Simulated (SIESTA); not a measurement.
Crystal: GaSb.

```
Sb Ga
1.0
     0.00000    3.05900    3.05900
     3.05900    0.00000    3.05900
     3.05900    3.05900    0.00000
Sb Ga
1 1
Direct
  0.75000 0.75000 0.75000
  0.00000 0.00000 0.00000
```

Base run:

* Program: SIESTA 5.4.2
* Functional: RPBE
* Potentials or basis: PseudoDojo 0.4 standard (PBE files)
* Basis: DZP (energy shift 0.003 Ry; two zetas on semicore shells)
* Grid cutoff: 800 Ry
* Energy shift: 0.003 Ry
* k mesh: 8 × 8 × 8
* Occupations: fermi-dirac, width 0.05 eV
* Spin: no spin polarisation

Its results: band gap on the k mesh 0.30 eV, direct; pressure 4.1 GPa.

Question: After a change of settings the same cell gave: band gap on the k mesh none (metal or under the smearing width); pressure 5.4 GPa. Which change was it?
A. functional from RPBE to AM05; potentials or basis from PseudoDojo 0.4 standard (PBE files) to PseudoDojo 0.4 standard (PBEsol files)
B. functional from RPBE to WC; potentials or basis from PseudoDojo 0.4 standard (PBE files) to PseudoDojo 0.4 standard (PBEsol files)
C. functional from RPBE to BLYP
D. functional from RPBE to PBE

Answer: C.

Caveats: the potentials were made for another functional, which shifts forces and pressure; the basis of atomic orbitals isn't converged, which shifts pressures, moduli and gaps; spin-orbit coupling is left out, which moves the levels of the heavy elements (some runs).
